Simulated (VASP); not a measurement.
Wanted: the native input for a VASP 6.6.1 run.

```
Task                   : single point
Functional             : PBE
Potentials or basis    : VASP PAW PBE potentials, release 64 (Ag, Cl)
Cutoff                 : 520 eV
k mesh                 : 10 × 10 × 10
Occupations            : gaussian, width 0.05 eV
Spin                   : no spin polarisation
Dipole correction      : no
Further INCAR settings : ALGO = Normal; EDIFF = 1e-06; NBANDS = 16
```

The structure of AgCl lies in POSCAR:

```
AgCl
1.0
    3.5059834138      0.0000000000      0.0000000000
    0.0000000000      3.5059834138      0.0000000000
    0.0000000000      0.0000000000      3.5059834138
Ag Cl
1 1
Direct
    0.0000000000      0.0000000000      0.0000000000
    0.5000000000      0.5000000000      0.5000000000
```

Measurements of this composition are mostly on another form, of space group No. 225.

The cell isn't the ideal one: strained and moved within the space group.

One way to write it, as run:

INCAR

```
SYSTEM = AgCl
  ALGO = Normal
  EDIFF = 1E-6
  ENCUT = 520
  GGA = PE
  ISIF = 2
  ISMEAR = 0
  LASPH = .True.
  LCHARG = .False.
  LREAL = .False.
  LWAVE = .False.
  NBANDS = 16
  NELM = 100
  PREC = Accurate
  SIGMA = 0.05
```

KPOINTS

```
k-points
0
Gamma
  10 10 10
  0 0 0
```

Potentials or basis: VASP PAW PBE potentials, release 64 (Ag, Cl).

Launch:

```sh
$ cat potpaw_PBE.64/Ag/POTCAR potpaw_PBE.64/Cl/POTCAR > POTCAR
$ mpirun -np 1 vasp_std > vasp.out
```

It gave:

```json
{"Pressure": "-2.7 GPa", "Band gap on the k mesh": "0.57 eV, indirect (least direct gap 1.88 eV)"}
```

Wall time 19 s on 1 thread of Intel(R) Xeon(R) Platinum 8488C (Sapphire Rapids), on a shared host, peak memory 0.17 GiB.
